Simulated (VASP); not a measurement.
# Nd (P6_3/mmc) in VASP: notebook, part 2 of 2

VASP 6.6.1. The steps go on from the part before.

### Step 5. Atomic charges, PBEsol, collinear spin, zero start

INCAR

```
PREC = Accurate
ENCUT = 520
EDIFF = 0.001
ISMEAR = 1
SIGMA = 0.2
LREAL = F
LASPH = T
NELM = 150
ALGO = Damped
ISIF = 2
LWAVE = F
LCHARG = F
ISPIN = 2
MAGMOM = 0 0
LORBIT = 11
NUPDOWN = 0
LMAXMIX = 6
GGA = PS
TIME = 0.4
```

Nd.cif

```cif
data_Nd
_cell_length_a 3.65700000
_cell_length_b 3.65700000
_cell_length_c 5.90200000
_cell_angle_alpha 90.00000000
_cell_angle_beta 90.00000000
_cell_angle_gamma 120.00000000
_space_group_name_H-M_alt 'P6_3/mmc'
_space_group_name_Hall '-P 6c 2c'
_space_group_IT_number 194
loop_
_space_group_symop_operation_xyz
'x,y,z'
'-x,-y,-z'
'x-y,x,z+1/2'
'-x+y,-x,-z+1/2'
'-y,x-y,z'
'y,-x+y,-z'
'-x,-y,z+1/2'
'x,y,-z+1/2'
'-x+y,-x,z'
'x-y,x,-z'
'y,-x+y,z+1/2'
'-y,x-y,-z+1/2'
'-y,-x,-z+1/2'
'y,x,z+1/2'
'-x,-x+y,-z'
'x,x-y,z'
'-x+y,y,-z+1/2'
'x-y,-y,z+1/2'
'y,x,-z'
'-y,-x,z'
'x,x-y,-z+1/2'
'-x,-x+y,z+1/2'
'x-y,-y,-z'
'-x+y,y,z'
loop_
_atom_site_label
_atom_site_type_symbol
_atom_site_symmetry_multiplicity
_atom_site_Wyckoff_symbol
_atom_site_fract_x
_atom_site_fract_y
_atom_site_fract_z
_atom_site_occupancy
Nd1 Nd 2 c 0.6666666667 0.3333333333 0.7500000000 1
```

KPOINTS

```
Automatic mesh
0
Gamma
  8 8 5
```

POSCAR

```
Nd
 1.0000000000000000
     3.6570000000000000    0.0000000000000000    0.0000000000000000
    -1.8284999999999991    3.1670549016396925    0.0000000000000000
     0.0000000000000000    0.0000000000000000    5.9020000000000001
 Nd 
   2
Cartesian
  1.8285000001828504  1.0556849671076622  4.4264999999999999
 -0.0000000001828495  2.1113699345320303  1.4755000000000000
```

Started as:

```console
$ ase convert -i cif -o vasp Nd.cif POSCAR
$ cat potpaw_PBE.64/Nd_3/POTCAR > POTCAR
$ mpirun -np 1 vasp_std > vasp.out
```

It took 4.2 min on 1 thread of Intel Xeon Platinum 8375C at 2.90GHz (Ice Lake), shared host; peak memory 0.29 GiB.

These settings aren't checked as converged (typed here: ALGO = Damped; TIME = 0.4; EDIFF = 0.001): the numbers below hold their error.

What came out:

| Item | Value |
| --- | --- |
| Free energy | -10.2490 eV |
| Pressure | -1.2 GPa |
| Net moment | 0.00 μB per cell |
| Valence electrons inside the program's atomic spheres | Nd 8.91 |

Caveat: the magnetic or orbital state may not be the lowest; the PAW data sets were made with another functional, which shifts forces and pressure a little; spin-orbit coupling is left out, which moves the levels of the heavy elements; the 4f electrons are frozen in the core as for a trivalent ion, so they carry no moment and show no levels; the total moment is fixed, so each spin has its own Fermi level.

### Step 6. Single point, PBEsol, collinear spin, antiferromagnetic start

INCAR

```
SYSTEM = Nd
PREC = Accurate
ENCUT = 520
EDIFF = 1E-7
ISMEAR = -1
SIGMA = 0.05
LREAL = .FALSE.
LASPH = .TRUE.
NELM = 150
ALGO = Normal
ISIF = 2
LWAVE = .FALSE.
LCHARG = .TRUE.
ISPIN = 2
MAGMOM = 3 -3
LORBIT = 11
LMAXMIX = 6
GGA = PS
LELF = .TRUE.
LVHAR = .TRUE.
```

KPOINTS

```
regular mesh
0
G
  7 7 4
  0 0 0
```

POSCAR

```
Nd
1.0
    3.6570000000      0.0000000000      0.0000000000
   -1.8285000000      3.1670549016      0.0000000000
    0.0000000000      0.0000000000      5.9020000000
Nd
2
Direct
    0.6666666667      0.3333333333      0.7500000000
    0.3333333333      0.6666666667      0.2500000000
```

Potentials or basis: VASP PAW PBE potentials, release 64 (Nd).

Started as:

```console
$ cat potpaw_PBE.64/Nd/POTCAR > POTCAR
$ mpirun -np 1 vasp_std > vasp.out
```

OUTCAR:

```text
SYSTEM = Nd
   PREC = Accurate
   ENCUT = 520
   EDIFF = 1E-7
   ISMEAR = -1
   LREAL = .FALSE.
   LASPH = .TRUE.
   NELM = 150
   ISIF = 2
   ISPIN = 2
   LORBIT = 11
   GGA = PS

 ion  position               nearest neighbor table
   1  0.667  0.333  0.750-
   2  0.333  0.667  0.250-

  LATTYP: Found a hexagonal cell.
 ALAT       =     3.6570000000
 C/A-ratio  =     1.6138911676

  Lattice vectors:

 A1 = (   3.6570000000,   0.0000000000,   0.0000000000)
 A2 = (  -1.8285000000,   3.1670549016,   0.0000000000)
 A3 = (   0.0000000000,   0.0000000000,   5.9020000000)

Analysis of symmetry for initial positions (statically):
=====================================================================
 Subroutine PRICEL returns:
 Original cell was already a primitive cell.

 Routine SETGRP: Setting up the symmetry group for a
 hexagonal supercell.

 Subroutine GETGRP returns: Found 24 space group operations
 (whereof 12 operations were pure point group operations)
 out of a pool of 24 trial point group operations.

The static configuration has the point symmetry D_3d.
 The point group associated with its full space group is D_6h.

Analysis of symmetry for dynamics (positions and initial velocities):
=====================================================================
 Subroutine PRICEL returns:
 Original cell was already a primitive cell.

 Routine SETGRP: Setting up the symmetry group for a
 hexagonal supercell.

 Subroutine GETGRP returns: Found 24 space group operations
 (whereof 12 operations were pure point group operations)
 out of a pool of 24 trial point group operations.

The dynamic configuration has the point symmetry D_3d.
 The point group associated with its full space group is D_6h.

[... 156 lines left out ...]
  ext. energy  EPLUGINS =         0.00000000
  ---------------------------------------------------
  free energy    TOTEN  =       -13.15792322 eV

  energy without entropy =      -12.91969399  energy(sigma->0) =      -13.03880861

 E-fermi :   4.5067     XC(G=0): -10.0380

 val. band max:        4.5041458093   @ k =   0.1429   0.1429   0.5000
 cond. band min:       4.5126632873   @ k =   0.0000   0.0000   0.5000
 fundamental gap:      0.0085174780
 Fermi energy:         4.5067178085

 spin component 1

 k-point     1 :       0.0000    0.0000    0.0000
  band No.  band energies     occupation
      1     -32.7460      1.00000
      2     -31.1253      1.00000
      3     -14.2876      1.00000
      4     -13.5116      1.00000
      5     -13.5116      1.00000
      6     -12.5556      1.00000
[... 480 lines left out ...]
      4     -14.0200      1.00000
      5     -13.9990      1.00000
      6     -12.8993      1.00000
[... 10 lines left out ...]
     17       4.7877      0.00361
     18       5.0415      0.00002
 Fermi energy:         4.5067178085

 spin component 2

 k-point     1 :       0.0000    0.0000    0.0000
  band No.  band energies     occupation
      1     -32.7460      1.00000
      2     -31.1253      1.00000
      3     -14.2876      1.00000
      4     -13.5116      1.00000
      5     -13.5116      1.00000
      6     -12.5556      1.00000
[... 481 lines left out ...]
      5     -13.9990      1.00000
      6     -12.8993      1.00000
[... 10 lines left out ...]
     17       4.7877      0.00361
     18       5.0414      0.00002

------------------------ aborting loop because EDIFF is reached ----------------------------------------

  FORCE on cell =-STRESS in cart. coord.  units (eV):
  Direction    XX          YY          ZZ          XY          YZ          ZX
  --------------------------------------------------------------------------------------
  -------------------------------------------------------------------------------------
  Total       -1.7059309     -1.7059309     -0.6101526      0.0000000      0.0000000     -0.0000000
  in kB      -39.9845535    -39.9845535    -14.3010940      0.0000000      0.0000000     -0.0000000
  external PRESSURE =     -31.4234003 kB  Pullay stress =       0.0000000 kB

 VOLUME and BASIS-vectors are now :
 -----------------------------------------------------------------------------
  energy-cutoff  :      520.00
  volume of cell :       68.36
      direct lattice vectors                 reciprocal lattice vectors
     3.657000000  0.000000000  0.000000000     0.273448182  0.157875381  0.000000000
    -1.828500000  3.167054902  0.000000000     0.000000000  0.315750762  0.000000000
     0.000000000  0.000000000  5.902000000     0.000000000  0.000000000  0.169434090

 POSITION                                       TOTAL-FORCE (eV/Angst)
 -----------------------------------------------------------------------------------
      1.82850      1.05568      4.42650        -0.000000      0.000000      0.000000
     -0.00000      2.11137      1.47550         0.000000     -0.000000      0.000000
 -----------------------------------------------------------------------------------
    total drift:                               -0.000000      0.000000     -0.000000

  FREE ENERGIE OF THE ION-ELECTRON SYSTEM (eV)
  ---------------------------------------------------
  free  energy   TOTEN  =       -13.1579232187 eV

  energy  without entropy=      -12.9196939944  energy(sigma->0) =      -13.03880861

 total charge

# of ion       s       p       d       f       tot
--------------------------------------------------
    1        2.019   5.341   0.546   3.275  11.182
    2        2.019   5.341   0.546   3.275  11.182
--------------------------------------------------
tot          4.039  10.682   1.092   6.550  22.364

 magnetization (x)

# of ion       s       p       d       f       tot
--------------------------------------------------
    1       -0.003  -0.105   0.138   3.227   3.256
    2        0.003   0.105  -0.138  -3.227  -3.256
--------------------------------------------------
tot          0.000   0.000   0.000   0.000   0.000
```

OSZICAR:

```text
N       E                     dE             d eps       ncg     rms          rms(c)
DAV:   1     0.338492361230E+03    0.33849E+03   -0.10077E+04  1792   0.386E+03
DAV:   2     0.495468690732E+02   -0.28895E+03   -0.28617E+03  2570   0.567E+02
DAV:   3    -0.488947464255E+01   -0.54436E+02   -0.53929E+02  3214   0.354E+02
[... 46 lines left out ...]
DAV:  50    -0.131579222067E+02   -0.44496E-05   -0.23491E-06  2288   0.172E-02    0.547E-03
DAV:  51    -0.131579239379E+02   -0.17311E-05   -0.13046E-06  1558   0.129E-02    0.347E-03
DAV:  52    -0.131579241887E+02   -0.25080E-06   -0.86410E-07  1214   0.127E-02    0.263E-03
DAV:  53    -0.131579229861E+02    0.12025E-05   -0.55829E-07  1144   0.962E-03    0.110E-03
DAV:  54    -0.131579231447E+02   -0.15859E-06   -0.38996E-07  1118   0.855E-03    0.107E-03
DAV:  55    -0.131579232187E+02   -0.73972E-07   -0.29070E-07  1116   0.654E-03
   1 F= -.13157923E+02 E0= -.13038809E+02  d E =-.238229E+00  mag=    -0.0000
```

stdout:

```text
POSCAR found type information on POSCAR Nd
 POSCAR found :  1 types and       2 ions
 scaLAPACK will be used
 -----------------------------------------------------------------------------
|                                                                             |
|                                                                             |
|     You enforced a specific xc type in the INCAR file but a different       |
|     I HOPE YOU KNOW WHAT YOU ARE DOING!                                     |
|                                                                             |
 -----------------------------------------------------------------------------

 LDA part: xc-table for (Slater+PW92), standard interpolation
 POSCAR, INCAR and KPOINTS ok, starting setup
 FFT: planning ... GRIDC
 FFT: planning ... GRID_SOFT
 FFT: planning ... GRID
 WAVECAR not read
 entering main loop
```

Run time: 3.1 min. Hardware: 1 thread of Intel Xeon Platinum 8488C (Sapphire Rapids), shared host; peak memory 0.26 GiB.

Results:

```yaml
Free_energy: -13.1579 eV
Pressure: -3.1 GPa
Band_gap_on_the_k_mesh: none (metal or under the smearing width)
Net_moment: 0.00 μB per cell
Site_moments: Nd +3.26, -3.26 μB
Valence_electrons_inside_the_program's_atomic_spheres: Nd 11.18
```

Stress tensor (GPa, compression positive):
```
-4.00  0.00  0.00
 0.00 -4.00  0.00
 0.00  0.00 -1.43
```

Caveat: the magnetic or orbital state may not be the lowest; the PAW data sets were made with another functional, which shifts forces and pressure a little; spin-orbit coupling is left out, which moves the levels of the heavy elements.

### Step 7. For comparison

An earlier run on the cell as given: functional PBE; potentials or basis VASP PAW PBE potentials, release 64 (Nd); cutoff 520 eV; k mesh 8 × 8 × 5; occupations fermi-dirac, width 0.05 eV; collinear spin, ferromagnetic start; starting moments [3.0, 3.0] μB.

- Pressure: 0.4 GPa
- Band gap on the k mesh: none (metal or under the smearing width)
- Net moment: 8.23 μB per cell
- Site moments: Nd +3.36 μB
- Valence electrons inside the program's atomic spheres: Nd 11.21

### Step 8. Overview

```csv
level,potentials or basis,spin,k mesh,cutoff (eV),smearing,gap on the mesh (eV),pressure (GPa),moment (μB)
PBE,"VASP PAW PBE potentials, release 64 (Nd)","collinear, ferromagnetic start",8 × 8 × 5,500,gaussian 0.1 eV,none,0.2,8.22
RPBE,"VASP PAW PBE potentials, release 64 (Nd_3), 4f in core","collinear, ferromagnetic start",8 × 8 × 5,520,gaussian 0.05 eV,none,3.2,0.00
PBEsol,"VASP PAW PBE potentials, release 64 (Nd)","collinear, antiferromagnetic start",7 × 7 × 4,520,fermi-dirac 0.05 eV,none,-3.1,0.00
PBE,"VASP PAW PBE potentials, release 64 (Nd)","collinear, ferromagnetic start",8 × 8 × 5,520,fermi-dirac 0.05 eV,none,0.4,8.23
```

Alike in all rows: task single point; cell as given.

Caveats: the magnetic or orbital state may not be the lowest; spin-orbit coupling is left out, which moves the levels of the heavy elements; the PAW data sets were made with another functional, which shifts forces and pressure a little (some runs); ASE's xc='lda' writes no GGA tag, so the PBE potentials set the functional and the run is PBE (some runs); the 4f electrons are frozen in the core as for a trivalent ion, so they carry no moment and show no levels (some runs).

Total energies depend on the potentials used, so only differences within one code and one set of settings carry meaning.
